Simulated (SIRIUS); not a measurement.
The system is MgTe.

```xyz
2
Lattice="0.0000 3.2320 3.2320 3.2320 0.0000 3.2320 3.2320 3.2320 0.0000" Properties=species:S:1:pos:R:3 pbc="T T T"
Te    1.6160    1.6160    1.6160
Mg    0.0000    0.0000    0.0000
```

The cell comes from a database or a generator and needn't be the stable form of this composition.

| Item | Value |
| --- | --- |
| Program | SIRIUS 7.12.0 |
| Task | single point |
| Functional | PBE |
| Potentials or basis | all-electron FP-LAPW |
| Cutoff | 158 eV |
| Basis | apw+lo standard |
| k mesh | 7 × 7 × 7 |
| Occupations | fermi-dirac, width 0.05 eV |
| Spin | no spin polarisation |

On this cell: largest force zero by symmetry; band gap on the k mesh 2.42 eV, direct.

The same run follows on a disturbed copy (atoms moved at random):

```
Te Mg
1.0
     0.00000    3.23200    3.23200
     3.23200    0.00000    3.23200
     3.23200    3.23200    0.00000
Te Mg
1 1
Direct
  0.25492 0.24451 0.24030
  0.00808 0.98739 0.99791
```

Question: What changes?

Answer: The energy moves by +1.4 meV/atom; largest force 0.156 eV/Å; band gap on the k mesh 2.37 eV, direct.

Forces on the atoms (eV/Å):
```
Te   0.001  0.146 -0.053
Mg  -0.001 -0.146  0.053
```

Caveats: spin-orbit coupling is left out, which moves the levels of the heavy elements.

